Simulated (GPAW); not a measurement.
The system is BN.

```
N B
1.0
     0.00000    1.81300    1.81300
     1.81300    0.00000    1.81300
     1.81300    1.81300    0.00000
N B
1 1
Direct
  0.25000 0.25000 0.25000
  0.00000 0.00000 0.00000
```

The cell is a database's computed one.

Base run:

```yaml
Program: GPAW 26.7.0
Functional: LDA
Potentials_or_basis: the program's PAW data sets (release 1.2.1) made for this functional
Cutoff: 800 eV
Basis: pw
k_mesh: 13 × 13 × 13
Occupations: fermi-dirac, width 0.05 eV
Spin: no spin polarisation
```

Its results: band gap on the k mesh 4.42 eV, indirect (least direct gap 8.65 eV); pressure -15.5 GPa.

Task: The run is repeated on the same cell with these changes: functional from LDA to revPBE; band points from 100 to 80. What comes out?

Result: Band gap on the k mesh 4.56 eV, indirect (least direct gap 8.84 eV); pressure 2.9 GPa.

Caveats: so large a pressure means that the cell lies far from this level's equilibrium, or that cutoff or potentials fall short (some runs).

A k mesh can miss the band edges.
